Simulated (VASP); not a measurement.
# Relaxed cell of ZnO (zincite): a test of cutoff and mesh

Aim: test the relaxed volume of ZnO (zincite) against cutoff and mesh. The starting structure is a measured crystal structure from the Crystallography Open Database. The first relaxation on each setting starts from this cell expanded by 3 % in volume.

Program: VASP 6.6.1. Level of theory: Kohn-Sham DFT with plane waves and PAW; PBEsol. Results are calculated unless marked as measured.

### 1. The starting structure

Symmetry: P6_3mc, No. 186, hexagonal system. Conventional cell: a = 3.249 Å, b = 3.249 Å, c = 5.206 Å, α = 90.00°, β = 90.00°, γ = 120.00°. Nearest to Zn lie 4 O at 1.97 to 1.98 Å. Nearest to O lie 4 Zn at 1.97 to 1.98 Å. Farther neighbours and most contacts between anions are not listed.

Coordinates:

```cif
data_structure
_symmetry_space_group_name_H-M 'P 1'
_symmetry_Int_Tables_number 1
_cell_length_a 3.2493
_cell_length_b 3.2493
_cell_length_c 5.2057
_cell_angle_alpha 90.000
_cell_angle_beta 90.000
_cell_angle_gamma 120.000
_cell_volume 47.60
loop_
_atom_site_label
_atom_site_type_symbol
_atom_site_fract_x
_atom_site_fract_y
_atom_site_fract_z
_atom_site_occupancy
Zn1 Zn 0.66667 0.33333 0.00000 1
Zn2 Zn 0.33333 0.66667 0.50000 1
O3 O 0.33333 0.66667 0.87901 1
O4 O 0.66667 0.33333 0.37901 1
```

### 2. Reference relaxation

This run starts from the cell of an earlier relaxation, which isn't shown; the restart sets up the plane waves anew.

INCAR

```
SYSTEM = ZnO
PREC = Accurate
ENCUT = 520
EDIFF = 1E-06
NELM = 100
ISMEAR = 0
SIGMA = 0.03
LREAL = .FALSE.
ALGO = Normal
GGA = PS
NBANDS = 24
LORBIT = 11
LWAVE = .FALSE.
LCHARG = .FALSE.
KPAR = 8
IBRION = 2
NSW = 50
ISIF = 3
EDIFFG = -0.006
```

POSCAR

```
ZnO
1.0
    3.2381619423      0.0000000000      0.0000000000
   -1.6190809712      2.8043305036      0.0000000000
    0.0000000000      0.0000000000      5.2264561981
Zn O
2 2
Direct
    0.6666666667      0.3333333333      0.0000527707
    0.3333333333      0.6666666667      0.5000527707
    0.3333333333      0.6666666667      0.8789572293
    0.6666666667      0.3333333333      0.3789572293
```

KPOINTS

```
Automatic mesh
0
Gamma
9 9 4
0 0 0
```

PAW data sets: Zn and O (PBE family, release 64).

Launch:

```bash
$ mpirun -np 8 vasp_std
```

Log:

```text
[banner, memory and clock lines left out]
running    8 mpi-ranks, on    1 nodes
 distrk:  each k-point on    1 cores,    8 groups
 distr:  one band on    1 cores,    1 groups

 POSCAR found type information on POSCAR ZnO
 POSCAR found :  2 types and       4 ions
|                                                                             |
|           W    W    AA    RRRRR   N    N  II  N    N   GGGG   !!!           |
|           W    W   A  A   R    R  NN   N  II  NN   N  G    G  !!!           |
|           W    W  A    A  R    R  N N  N  II  N N  N  G       !!!           |
|           W WW W  AAAAAA  RRRRR   N  N N  II  N  N N  G  GGG   !            |
|           WW  WW  A    A  R   R   N   NN  II  N   NN  G    G                |
|           W    W  A    A  R    R  N    N  II  N    N   GGGG   !!!           |
|                                                                             |
|     For optimal performance we recommend to set                             |
|       NCORE = 2 up to number-of-cores-per-socket                            |
|     NCORE specifies how many cores store one orbital (NPAR=cpu/NCORE).      |
|     This setting can greatly improve the performance of VASP for DFT.       |
|     The default, NCORE=1 might be grossly inefficient on modern             |
|     multi-core architectures or massively parallel machines. Do your        |
|     Unfortunately you need to use the default for GW and RPA                |
|     calculations (for HF NCORE is supported but not extensively tested      |
|     yet).                                                                   |
|                                                                             |

|                                                                             |
|               ----> ADVICE to this user running VASP <----                  |
|                                                                             |
|     You enforced a specific xc type in the INCAR file but a different       |
|     [... a line on the potential file left out ...]
|     I HOPE YOU KNOW WHAT YOU ARE DOING!                                     |
|                                                                             |

 LDA part: xc-table for (Slater+PW92), standard interpolation
 POSCAR, INCAR and KPOINTS ok, starting setup
 FFT: planning ... GRIDC
 FFT: planning ... GRID_SOFT
 FFT: planning ... GRID
 WAVECAR not read
 entering main loop
       N       E                     dE             d eps       ncg     rms          rms(c)
DAV:   1     0.281214018696E+03    0.28121E+03   -0.18427E+04  1728   0.218E+03
DAV:   2     0.509997661838E+01   -0.27611E+03   -0.26177E+03  1904   0.423E+02
DAV:   3    -0.217940828257E+02   -0.26894E+02   -0.26698E+02  2000   0.140E+02
DAV:   4    -0.222090503502E+02   -0.41497E+00   -0.41477E+00  1976   0.183E+01
DAV:   5    -0.222116243465E+02   -0.25740E-02   -0.25740E-02  1976   0.136E+00    0.141E+01
DAV:   6    -0.193079876638E+02    0.29036E+01   -0.77619E+00  3032   0.654E+01    0.910E+00
DAV:   7    -0.194519377094E+02   -0.14395E+00   -0.23799E+00  1808   0.169E+01    0.538E+00
DAV:   8    -0.194551985901E+02   -0.32609E-02   -0.59227E-01  2432   0.744E+00    0.163E+00
DAV:   9    -0.194055945170E+02    0.49604E-01   -0.11166E-01  2640   0.640E+00    0.358E-01
DAV:  10    -0.194076413021E+02   -0.20468E-02   -0.41948E-02  1752   0.146E+00    0.121E-01
DAV:  11    -0.194076095827E+02    0.31719E-04   -0.96211E-04  2320   0.367E-01    0.285E-02
DAV:  12    -0.194076381980E+02   -0.28615E-04   -0.56662E-05  2360   0.141E-01    0.228E-02
DAV:  13    -0.194076346077E+02    0.35903E-05   -0.14155E-05  2400   0.864E-02    0.865E-03
DAV:  14    -0.194076343623E+02    0.24533E-06   -0.57418E-06  1792   0.294E-02
   1 F= -.19407634E+02 E0= -.19407634E+02  d E =-.194076E+02
 curvature:   0.00 expect dE= 0.000E+00 dE for cont linesearch  0.000E+00
 trial: gam= 0.00000 g(F)=  0.908E-06 g(S)=  0.372E-04 ort = 0.000E+00 (trialstep = 0.100E+01)
 search vector abs. value=  0.381E-04
 bond charge predicted
       N       E                     dE             d eps       ncg     rms          rms(c)
DAV:   1    -0.194081162691E+02   -0.48166E-03   -0.72125E-03  2040   0.158E+00    0.163E-01
DAV:   2    -0.194076799456E+02    0.43632E-03   -0.16222E-03  2064   0.834E-01    0.596E-02
DAV:   3    -0.194076403652E+02    0.39580E-04   -0.29094E-05  2392   0.129E-01    0.329E-02
DAV:   4    -0.194076246325E+02    0.15733E-04   -0.17222E-05  2616   0.679E-02    0.367E-03
DAV:   5    -0.194076247663E+02   -0.13379E-06   -0.43468E-06  1808   0.206E-02
   2 F= -.19407625E+02 E0= -.19407625E+02  d E =0.959603E-05
 trial-energy change:    0.000010  1 .order   -0.000009   -0.000038    0.000019
 step:   0.6628(harm=  0.6628)  dis= 0.00007  next Energy=   -19.407647 (dE=-0.126E-04)
 reached required accuracy - stopping structural energy minimisation
```

Run time: 5 s. Hardware: 8 MPI ranks of Intel Xeon 6975P-C (Granite Rapids), shared host; peak memory 1.5 GiB.

Lines that name or quote the potential files are left out of all logs, and their timing lines are given in words.

OUTCAR, selected parts (step 2):

```text
ion  position               nearest neighbor table
   1  0.667  0.333  0.000-   3 1.97   3 1.97   3 1.97   4 1.98
   2  0.333  0.667  0.500-   4 1.97   4 1.97   4 1.97   3 1.98
   3  0.333  0.667  0.879-   1 1.97   1 1.97   1 1.97   2 1.98
   4  0.667  0.333  0.379-   2 1.97   2 1.97   2 1.97   1 1.98

  LATTYP: Found a hexagonal cell.
 ALAT       =     3.2381619423
 C/A-ratio  =     1.6140194009

 Subroutine GETGRP returns: Found 12 space group operations
 (whereof  6 operations were pure point group operations)

The static configuration has the point symmetry C_3v.
 The point group associated with its full space group is C_6v.

 Found     36 irreducible k-points:

   k-points           NKPTS =     36   k-points in BZ     NKDIM =     36   number of bands    NBANDS=     24

   dimension x,y,z NGX =    24 NGY =   24 NGZ =   40
   dimension x,y,z NGXF=    48 NGYF=   48 NGZF=   80

   ENCUT  =  520.0 eV  38.22 Ry    6.18 a.u.   6.02  6.02  9.72*2*pi/ulx,y,z

   NELECT =      36.0000    total number of electrons

 k-points in reciprocal lattice and weights: Automatic mesh
   0.00000000  0.00000000  0.00000000       0.003
   0.11111111 -0.00000000  0.00000000       0.019
   0.22222222 -0.00000000  0.00000000       0.019
   0.33333333  0.00000000  0.00000000       0.019
   0.44444444 -0.00000000  0.00000000       0.019
   0.11111111  0.11111111  0.00000000       0.019
   0.22222222  0.11111111  0.00000000       0.037
   0.33333333  0.11111111  0.00000000       0.037
   0.44444444  0.11111111  0.00000000       0.019
[...]
0.33333333  0.22222222  0.50000000       0.037
   0.33333333  0.33333333  0.50000000       0.006

 average (electrostatic) potential at core
       1 -35.6214       2 -35.6214       3 -73.1686       4 -73.1686

 E-fermi :   1.3174

 k-point     1 :       0.0000    0.0000    0.0000
  band No.  band energies     occupation
    ...
     14       0.2855      2.00000
     15       0.2855      2.00000
     16       0.9989      2.00000
     17       1.0910      2.00000
     18       1.0910      2.00000
     19       1.7705      0.00000
     20       6.2215      0.00000
     21       9.1681      0.00000
     22      13.8899      0.00000
     23      13.8900      0.00000
    ...

 k-point     2 :       0.1111   -0.0000    0.0000
  band No.  band energies     occupation
    ...
     14      -0.1677      2.00000
     15       0.1192      2.00000
     16       0.3729      2.00000
     17       0.9163      2.00000
     18       1.0017      2.00000
     19       2.6545      0.00000
     20       6.7344      0.00000
     21       9.1581      0.00000
     22      12.6854      0.00000
     23      14.0091      0.00000
    ...

 k-point     3 :       0.2222   -0.0000    0.0000
  band No.  band energies     occupation
    ...
     14      -1.1753      2.00000
     15      -0.4425      2.00000
     16      -0.3010      2.00000
     17       0.6594      2.00000
     18       0.7637      2.00000
     19       3.9275      0.00000
     20       7.8093      0.00000
     21       9.1086      0.00000
     22      10.9760      0.00000
     23      12.8840      0.00000
    ...

  Total        0.0176319      0.0176319      0.0138952     -0.0000000      0.0000000      0.0000000
  in kB        0.5958730      0.5958730      0.4695918     -0.0000000      0.0000000      0.0000000
  external PRESSURE =       0.5537793 kB  Pullay stress =       0.0000000 kB

  energy-cutoff  :      520.00
  volume of cell :       47.41
      direct lattice vectors                 reciprocal lattice vectors
     3.236697407  0.000000000  0.000000000     0.308956901  0.178376350 -0.000000000
    -1.618348703  2.803062179  0.000000000    -0.000000000  0.356752700 -0.000000000
     0.000000000  0.000000000  5.225423938     0.000000000 -0.000000000  0.191372033

 POSITION                                       TOTAL-FORCE (eV/Angst)
 -----------------------------------------------------------------------------------
      1.61835      0.93435      0.00017         0.000000      0.000000      0.001595
     -0.00000      1.86871      2.61288         0.000000      0.000000      0.001595
     -0.00000      1.86871      4.59303        -0.000000     -0.000000     -0.001595
      1.61835      0.93435      1.98032        -0.000000     -0.000000     -0.001595
 -----------------------------------------------------------------------------------
    total drift:                                0.000000      0.000000     -0.000968

  FREE ENERGIE OF THE ION-ELECTRON SYSTEM (eV)
  ---------------------------------------------------
  free  energy   TOTEN  =       -19.4076247663 eV

  energy  without entropy=      -19.4076247663  energy(sigma->0) =      -19.40762477

 reached required accuracy - stopping structural energy minimisation

 total charge
# of ion       s       p       d       tot
------------------------------------------
    1        0.464   0.498   9.904  10.866
    2        0.464   0.498   9.904  10.866
    3        1.544   3.439   0.000   4.984
    4        1.544   3.439   0.000   4.984
--------------------------------------------------
tot          4.016   7.876  19.809  31.700

[... 3 further parts left out ...]
```

The PAW data sets were made with PBE, which is usual practice but a small mismatch for other functionals. The run keeps the 12 symmetry operations of its start, so it cannot find a distortion of lower symmetry.

The reference relaxation ends at 11.852 Å³ an atom. Pressures at 0.985 and 1.015 times this volume, from two more relaxations that aren't shown, give a bulk modulus of 142.3 GPa.

### 3. Relaxation with a cutoff of 400 eV

Against step 2 the input has ENCUT = 400. This run starts from the cell of an earlier relaxation, which isn't shown; the restart sets up the plane waves anew.

Edit INCAR of step 2 so:

```diff
@@ -2,3 +2,3 @@
 PREC = Accurate
-ENCUT = 520
+ENCUT = 400
 EDIFF = 1E-06
```

POSCAR

```
ZnO
1.0
    3.2164958615      0.0000000000      0.0000000000
   -1.6082479308      2.7855671273      0.0000000000
    0.0000000000      0.0000000000      5.1788867240
Zn O
2 2
Direct
    0.6666666667      0.3333333333      0.9997487208
    0.3333333333      0.6666666667      0.4997487208
    0.3333333333      0.6666666667      0.8792612792
    0.6666666667      0.3333333333      0.3792612792
```

KPOINTS is that of step 2.

Launch:

```bash
$ mpirun -np 8 vasp_std
```

Log:

```text
[banner, memory and clock lines left out]
running    8 mpi-ranks, on    1 nodes
[...]
[... a notice as in an earlier step ...]

 [... a notice as in an earlier step ...]

 LDA part: xc-table for (Slater+PW92), standard interpolation
 POSCAR, INCAR and KPOINTS ok, starting setup
[...]
entering main loop
       N       E                     dE             d eps       ncg     rms          rms(c)
DAV:   1     0.254176606575E+03    0.25418E+03   -0.15911E+04  1744   0.186E+03
DAV:   2     0.203650934623E+01   -0.25214E+03   -0.24041E+03  1880   0.380E+02
DAV:   3    -0.218429731699E+02   -0.23879E+02   -0.23702E+02  2000   0.129E+02
DAV:   4    -0.221695746503E+02   -0.32660E+00   -0.32651E+00  1968   0.158E+01
[...]
DAV:  12    -0.194213387697E+02   -0.29509E-04   -0.76025E-05  2424   0.198E-01    0.207E-02
DAV:  13    -0.194213357397E+02    0.30300E-05   -0.13630E-05  2320   0.100E-01    0.875E-03
DAV:  14    -0.194213355642E+02    0.17545E-06   -0.61828E-06  1808   0.266E-02
   1 F= -.19421336E+02 E0= -.19421336E+02  d E =-.194213E+02
[... from here on, the cycles between the ionic steps are left out ...]
   2 F= -.19421057E+02 E0= -.19421057E+02  d E =0.278090E-03
   3 F= -.19423033E+02 E0= -.19423033E+02  d E =-.169695E-02
   4 F= -.19423038E+02 E0= -.19423038E+02  d E =-.170201E-02
[...]
reached required accuracy - stopping structural energy minimisation
```

Elapsed: 6.4 s, on 8 MPI ranks; peak memory 1.4 GiB.

From OUTCAR (step 3):

```text
  Total       -0.0211029     -0.0211029      0.0147086      0.0000000      0.0000000      0.0000000
  in kB       -0.7344696     -0.7344696      0.5119212      0.0000000      0.0000000      0.0000000
  external PRESSURE =      -0.3190060 kB  Pullay stress =       0.0000000 kB

 POSITION                                       TOTAL-FORCE (eV/Angst)
 -----------------------------------------------------------------------------------
      1.60373      0.92591      5.16551        -0.000000      0.000000      0.003597
     -0.00000      1.85182      2.58207         0.000000      0.000000      0.003597
     -0.00000      1.85182      4.54310         0.000000     -0.000000     -0.003597
      1.60373      0.92591      1.95966        -0.000000     -0.000000     -0.003597
 -----------------------------------------------------------------------------------
    total drift:                                0.000001      0.000001     -0.000445

  FREE ENERGIE OF THE ION-ELECTRON SYSTEM (eV)
  ---------------------------------------------------
  free  energy   TOTEN  =       -19.4230375695 eV

  energy  without entropy=      -19.4230375695  energy(sigma->0) =      -19.42303757

[... 2 parts as in an earlier step ...]

[... 2 further parts left out ...]
[key lines of the parts left out:]
E-fermi :   1.4951
```

With a cutoff of 400 eV the cell ends at 11.508 Å³ an atom, -2.90 % from the reference; the bulk modulus is 159.7 GPa against 142.3 GPa.

### 4. Relaxation with a 4×4×3 mesh

Against step 2 the input has a 4×4×3 mesh (also changed: KPAR and NCORE). This run starts from the cell of an earlier relaxation, which isn't shown; the restart sets up the plane waves anew.

Edit INCAR of step 3 so:

```diff
@@ -2,3 +2,3 @@
 PREC = Accurate
-ENCUT = 400
+ENCUT = 520
 EDIFF = 1E-06
@@ -14,3 +14,4 @@
 LCHARG = .FALSE.
-KPAR = 8
+KPAR = 4
+NCORE = 2
 IBRION = 2
```

POSCAR

```
ZnO
1.0
    3.2413332443      0.0000000000      0.0000000000
   -1.6206666222      2.8070769317      0.0000000000
    0.0000000000      0.0000000000      5.2160082280
Zn O
2 2
Direct
    0.6666666667      0.3333333333      0.9996097563
    0.3333333333      0.6666666667      0.4996097563
    0.3333333333      0.6666666667      0.8794002437
    0.6666666667      0.3333333333      0.3794002437
```

KPOINTS

```
Automatic mesh
0
Gamma
4 4 3
0 0 0
```

Launch:

```bash
$ mpirun -np 8 vasp_std
```

Log:

```text
[banner, memory and clock lines left out]
running    8 mpi-ranks, on    1 nodes
[...]
[... a notice as in an earlier step ...]

 LDA part: xc-table for (Slater+PW92), standard interpolation
 POSCAR, INCAR and KPOINTS ok, starting setup
[...]
entering main loop
       N       E                     dE             d eps       ncg     rms          rms(c)
DAV:   1     0.280448506427E+03    0.28045E+03   -0.18509E+04   392   0.214E+03
DAV:   2     0.472095583920E+01   -0.27573E+03   -0.26034E+03   416   0.419E+02
DAV:   3    -0.217959629910E+02   -0.26517E+02   -0.26285E+02   432   0.137E+02
DAV:   4    -0.222018448111E+02   -0.40588E+00   -0.40571E+00   464   0.181E+01
[...]
DAV:  13    -0.193817638738E+02    0.49506E-05   -0.95708E-06   464   0.283E-02    0.106E-02
DAV:  14    -0.193817622080E+02    0.16658E-05   -0.35647E-06   448   0.223E-02    0.322E-03
DAV:  15    -0.193817620201E+02    0.18785E-06   -0.14952E-06   280   0.123E-02
   1 F= -.19381762E+02 E0= -.19381762E+02  d E =-.193818E+02
[...]
reached required accuracy - stopping structural energy minimisation
```

Wall time 1.6 s (8 MPI ranks); peak memory 1.1 GiB.

Parts of OUTCAR (step 4):

```text
  Total       -0.0002937     -0.0002937      0.0179991      0.0000000      0.0000000      0.0000000
  in kB       -0.0099153     -0.0099153      0.6076384      0.0000000      0.0000000      0.0000000
  external PRESSURE =       0.1959359 kB  Pullay stress =       0.0000000 kB

 POSITION                                       TOTAL-FORCE (eV/Angst)
 -----------------------------------------------------------------------------------
      1.62067      0.93569      5.21397         0.000000      0.000000      0.005079
     -0.00000      1.87138      2.60597        -0.000000      0.000000      0.005079
     -0.00000      1.87138      4.58696        -0.000000      0.000000     -0.005079
      1.62067      0.93569      1.97895         0.000000      0.000000     -0.005079
 -----------------------------------------------------------------------------------
    total drift:                                0.000000      0.000000     -0.001446

  FREE ENERGIE OF THE ION-ELECTRON SYSTEM (eV)
  ---------------------------------------------------
  free  energy   TOTEN  =       -19.3817620201 eV

  energy  without entropy=      -19.3817620201  energy(sigma->0) =      -19.38176202

[... 1 part as in an earlier step ...]

[... 3 further parts left out ...]
[key lines of the parts left out:]
E-fermi :   1.2562
```

With a 4×4×3 mesh the cell ends at 11.865 Å³ an atom, +0.11 % from the reference; the bulk modulus is 144.0 GPa against 142.3 GPa.

[end of part 1 of 2]

[Lines on the potential files, build, host, timing and source positions are cut from VASP's logs without a mark.]

[Logs are printed without paths, hosts, clocks, repeated set-up lines and the standing remarks that a program may print on its own settings, such as how far it seeks lower states.]

[Hosts, paths, dates, database ids (printed as entryN), source tags and the programs' standing remarks are cut or masked in the printed files.]
